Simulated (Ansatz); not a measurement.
# P: what the sphere radii change

How much do the results for P depend on the sphere radii?

Computed with Ansatz 0.2.0 (DFT, PBE, all-electron LAPW, scalar-relativistic, unless a step's input says otherwise).

1 further run of the same task is left out (set aside as unsound or not needed).

## (1) Starting point

It takes space group P6_3/mmc (No. 194, hexagonal). Conventional cell: a = 2.705 Å, b = 2.705 Å, c = 4.588 Å, α = 90.00°, β = 90.00°, γ = 120.00°. P (site symmetry -6m2) has 12 P at 2.71 to 2.78 Å as nearest neighbours.

Coordinates:

```
CELL_PARAMETERS angstrom
2.70538 0.00000 0.00000
-1.35269 2.34293 0.00000
0.00000 0.00000 4.58769
ATOMIC_POSITIONS crystal
P 0.33333 0.66667 0.25000
P 0.66667 0.33333 0.75000
```

The cell was relaxed by PAW from a hypothetical start (hcp type); it needn't be the stable phase of this composition.

Atoms are numbered in the order of the input: P1, P2.

## (2) With all sphere radii typed as 0.75 Å

input.yaml reads:

```yaml
crystal:
  lattice:
    - [2.705382563, 0.0, 0.0]
    - [-1.3526912815, 2.3429300266, 0.0]
    - [0.0, 0.0, 4.5876880108]
  atoms:
    - { symbol: P, position: [0.3333333333, 0.6666666667, 0.25] }
    - { symbol: P, position: [0.6666666667, 0.3333333333, 0.75] }
kpoints:
  mp_grid: { grid: [15, 15, 8] }
scf:
  occupations: { method: fermi_dirac, width: 0.05 }
hamiltonian:
  xc: pbe
  pseudopotentials:
    kind: all_electron
    lapw: { basis_error: 0.001, muffin_tin_radii: { P: 0.75 } }
output:
  forces: true
  stress: true
  eigenvalues: true
```

On the command line:

```
ansatz run input.yaml --threads 1 --pin off --max-ram 2048MiB --backend cpu --events-out ev --progress --plain --runs-dir out
```

## (3) With all sphere radii typed as 0.9 Å

Changes to input.yaml since step 2:

```diff
@@ -16,3 +16,3 @@
     kind: all_electron
-    lapw: { basis_error: 0.001, muffin_tin_radii: { P: 0.75 } }
+    lapw: { basis_error: 0.001, muffin_tin_radii: { P: 0.9 } }
 output:
```

## (4) With all sphere radii typed as 1.05 Å

Changes to input.yaml since step 3:

```diff
@@ -16,3 +16,3 @@
     kind: all_electron
-    lapw: { basis_error: 0.001, muffin_tin_radii: { P: 0.9 } }
+    lapw: { basis_error: 0.001, muffin_tin_radii: { P: 1.05 } }
 output:
```

(Steps that only read results are left out.)

Before running it: what results should come out? Wanted: pressure, lowest to highest.

As calculated:

```
                                                                        quantity                                            value
largest change of energy from «all sphere radii typed as 0.75 Å» (zero smearing)  0.0 meV/atom (all sphere radii typed as 1.05 Å)
                                              pressure, lowest to highest (LAPW)                                 0.05 to 0.06 GPa
```

**Reading.** Across the runs the energy spans 0.0 meV/atom. A complete basis would give the same answer for any radius, so the spread shows part of the basis error. The pressure spans under 0.01 GPa (LAPW).
